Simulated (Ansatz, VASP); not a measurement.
One calculation of CdS, two programs

```
Cd S
1.0
     4.05210    0.00000    0.00000
    -2.02605    3.50922    0.00000
     0.00000    0.00000    6.74900
Cd S
2 2
Direct
  0.33333 0.66667 0.00000
  0.66667 0.33333 0.50000
  0.33333 0.66667 0.38500
  0.66667 0.33333 0.88500
```

Change from the starting cell: equal xx and yy strain of -2 %.

Alike in both runs: task single point; functional PBE; k mesh 7 × 7 × 4; occupations fermi-dirac, width 0.01 eV; no spin polarisation.

```csv
,VASP,Ansatz
version,VASP 6.6.1,Ansatz 0.2.0
potentials or method,"VASP PAW PBE potentials, release 64 (Cd, S), cutoff 520 eV","all-electron LAPW, scalar-relativistic"
```

VASP gave:

| Item | Value |
| --- | --- |
| gap on the k mesh at the Fermi level (eV) | 1.29 |
| pressure (GPa) | 6.0 |
| largest component of the traceless stress (GPa) | 3.46 |
| rms of the force components (eV/Å) | 0.270 |

Question: What did Ansatz give for the same quantities?

Answer: gap on the k mesh at the Fermi level (eV): 1.29; pressure (GPa): 5.6; largest component of the traceless stress (GPa): 3.37; rms of the force components (eV/Å): 0.262.

Atom by atom the forces differ by 0.008 eV/Å (rms over components). Ansatz ran all-electron here, so the differences hold the error of VASP's frozen core and of both bases.
